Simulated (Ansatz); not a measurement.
Uniaxial strain in GaP

Cell: an entry of the Crystallography Open Database (COD), whose atoms a relaxation with PBE at fixed cell left in place.

```
CELL_PARAMETERS angstrom
0.00000 2.72525 2.72525
2.72525 0.00000 2.72525
2.72525 2.72525 0.00000
ATOMIC_POSITIONS crystal
Ga 0.00000 0.00000 0.00000
P 0.25000 0.25000 0.25000
```

Atoms are numbered from 1 in the order listed; like atoms form one site, named after its first atom.

Level of theory: DFT, PBE, plane waves and PAW, scalar-relativistic, 420 eV cutoff, Γ-centred 14×14×14 k-points, Fermi–Dirac smearing 0.02 eV (Ansatz 0.2.0).

The cell is stretched along z (the third Cartesian axis of the run's cell), x and y held, and the ions relax again each time. Tension counts as positive.

```
strain along z (%)  stress along z (GPa)  stress along x (GPa)  gap on the k-mesh (eV)
                -3                     ?                     ?                       ?
                -2                  -5.3                  -3.9                    1.36
                -1                  -3.9                  -3.2                    1.48
                 0                  -2.5                  -2.5                    1.59
                +1                  -1.2                  -1.9                    1.56
                +2                   0.2                  -1.3                    1.53
                +3                   1.4                  -0.8                    1.50
```

Question: Estimate the row at -3 % from the others.

Answer: stress along z (GPa): -6.7; stress along x (GPa): -4.6; gap on the k-mesh (eV): 1.25. Worked: parabolas through the other 6 rows give -6.7 and -4.6 GPa at -3 %. Their slopes at zero strain are 137 GPa (C₁₁) and 64 GPa (C₁₂). They hold at this cell, where the calculated pressure is 2.5 GPa. The gap follows one line under compression (115 meV per per cent of strain) and another under tension (-30), as when strain splits band edges that were equal; the line on its own side gives 1.25 eV for the withheld row.

PBE gaps are too small, by a third to a half in many semiconductors; their changes with strain are better.

All values belong to this cell and structure model.
